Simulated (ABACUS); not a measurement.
Input of an ABACUS 3.10.1 run:

Contents of run_abacus.py:

```python
"""Relaxation by an ASE optimiser with ABACUS as a small file-based calculator."""
import re
import subprocess
import numpy as np
from ase.calculators.calculator import Calculator, all_changes
from ase.filters import FrechetCellFilter
from ase.io import read
from ase.optimize import BFGSLineSearch
from ase.stress import full_3x3_to_voigt_6_stress
from ase.units import Bohr, GPa

atoms = read("POSCAR")
atoms = atoms[(-atoms.numbers).argsort(kind="stable")]  # ABACUS lists atoms element by element
pseudo = {'Hf': 'Hf_ONCV_PBE-1.2.upf', 'O': 'O_ONCV_PBE-1.2.upf'}
orbital = {}
magmoms = None
kmesh = [6, 6, 6]
params = {
    'suffix': 'HfO2',
    'calculation': 'scf',
    'basis_type': 'pw',
    'pseudo_dir': './',
    'symmetry': 1,
    'dft_functional': 'MGGA_X_R2SCAN+MGGA_C_R2SCAN',
    'ecutwfc': 97,
    'pseudo_rcut': 10,
    'nspin': 1,
    'nbands': 23,
    'ks_solver': 'dav',
    'smearing_method': 'fd',
    'smearing_sigma': 0.00367493,
    'scf_thr': 1e-08,
    'scf_nmax': 100,
    'mixing_type': 'broyden',
    'mixing_beta': 0.7,
    'cal_force': 1,
    'cal_stress': 1,
    'mixing_tau': 1,
    'kpar': 4,
}

def write_input(atoms):
    symbols = atoms.get_chemical_symbols()
    elements = list(dict.fromkeys(symbols))
    lines = ["ATOMIC_SPECIES"] + [f"{e} {atoms.get_masses()[symbols.index(e)]:.4f} {pseudo[e]}" for e in elements]
    if orbital:
        lines += ["", "NUMERICAL_ORBITAL"] + [orbital[e] for e in elements]
    lines += ["", "LATTICE_CONSTANT", f"{1 / Bohr:.10f}", "", "LATTICE_VECTORS"]
    lines += [" ".join(f"{x:.10f}" for x in v) for v in atoms.cell]
    lines += ["", "ATOMIC_POSITIONS", "Direct"]
    for e in elements:
        lines += ["", e, "0.0", str(symbols.count(e))]
        for i, p in enumerate(atoms.get_scaled_positions(wrap=False)):
            if symbols[i] == e:
                mag = "" if magmoms is None else " mag " + " ".join(str(x) for x in (magmoms[i] if isinstance(magmoms[i], list) else [magmoms[i]]))
                lines.append(" ".join(f"{x:.10f}" for x in p) + " 1 1 1" + mag)
    open("STRU", "w").write("\n".join(lines) + "\n")
    open("KPT", "w").write("K_POINTS\n0\nGamma\n%d %d %d 0 0 0\n" % tuple(kmesh))
    open("INPUT", "w").write("INPUT_PARAMETERS\n" + "".join(f"{k:<20s}{v}\n" for k, v in params.items()))

class Abacus(Calculator):
    implemented_properties = ["energy", "free_energy", "forces", "stress"]

    def calculate(self, atoms=None, properties=("energy",), system_changes=all_changes):
        super().calculate(atoms, properties, system_changes)
        write_input(self.atoms)
        subprocess.run(['mpirun', '-np', '4', 'abacus'], check=True)
        log = open("OUT.HfO2/running_scf.log").read()
        if "charge density convergence is achieved" not in log:
            raise RuntimeError("SCF not converged")
        rows = lambda title, n: np.array([l.split()[-3:] for l in log.split(title)[-1].split("\n")[2:2 + n]], float)
        energy = float(re.findall(r"FINAL_ETOT_IS (\S+)", log)[-1])
        stress = -rows("TOTAL-STRESS", 3) / 10 * GPa  # ABACUS prints kbar, compression positive
        self.results = dict(energy=energy, free_energy=energy, forces=rows("TOTAL-FORCE", len(self.atoms)), stress=full_3x3_to_voigt_6_stress(stress))

atoms.calc = Abacus()
opt = BFGSLineSearch(FrechetCellFilter(atoms), logfile="opt.log", trajectory="relax.traj")
print("optimiser converged:", opt.run(fmax=0.03, steps=60))
```

File POSCAR:

```
HfO2
1.0
    0.0000000000      2.5575000000      2.5575000000
    2.5575000000      0.0000000000      2.5575000000
    2.5575000000      2.5575000000      0.0000000000
Hf O
1 2
Direct
    0.0000000000      0.0000000000      0.0000000000
    0.7500000000      0.7500000000      0.7500000000
    0.2500000000      0.2500000000      0.2500000000
```

Potentials or basis: SG15 ONCV 1.2 PBE, plane waves.

The run is started by

```sh
$ OMP_NUM_THREADS=1 python run_abacus.py > log
```

(1) Estimate the space group after relaxing (to 0.05 Å).

(2) Predict the relaxed cell.

## Answers

(1) Fm-3m (No. 225).

(2) a = 3.544 Å, b = 3.544 Å, c = 3.544 Å, α = 60.00°, β = 60.00°, γ = 60.00°.

Caveat: the potentials were made for another functional, which shifts forces and pressure.
